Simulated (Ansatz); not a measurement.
**PbS under changes of volume**

One of the cells (24.387 Å³/atom); the others are scaled copies at fixed shape and fractional positions:

```xyz
2
Lattice="3.6537 0.0000 0.0000 0.0000 3.6537 0.0000 0.0000 0.0000 3.6537" Properties=species:S:1:pos:R:3 pbc="T T T"
Pb    0.0000    0.0000    0.0000
S     1.8268    1.8268    1.8268
```

Measurements of this composition are mostly on another form, of space group No. 225.

- Program: Ansatz 0.2.0
- Functional: PBEsol
- Potentials or basis: Ansatz PAW
- Cutoff: 420 eV (not typed: the program's choice for these potentials)
- k mesh: 7 × 7 × 7
- Occupations: fermi-dirac, width 0.05 eV
- Spin: no spin polarisation

| volume (Å³/atom) | energy over the lowest point (meV/atom) | pressure (GPa) |
| --- | --- | --- |
| 22.924 | 0.00 | -0.3 |
| 23.411 | 3.18 | -1.6 |
| 23.899 | 9.64 | -2.6 |
| 24.387 | 18.86 | -3.5 |
| 24.874 | 30.61 | -4.4 |
| 25.362 | 44.73 | -5.1 |
| 25.850 | ? | ? |

Question: What does the run at 25.850 Å³/atom give?

Answer: Energy over the lowest point 61.13 meV/atom; pressure -5.8 GPa.

Worked out: A Birch-Murnaghan fit of order 3 (a polynomial in V^(-2/3)) to the other rows has its minimum at 22.72 Å³/atom, just outside them, with B0 = V·E''(V) = 57 GPa and B' = 4.1. It gives 60.87 meV/atom at 25.850 Å³/atom, against the run's 61.13, and -dE/dV = -5.6 GPa, against -5.8.

Energies are extrapolated to zero smearing.

Caveats: the PAW data sets come from PBE, with cores solved anew for the run's functional, which leaves a small shift of forces and pressure.
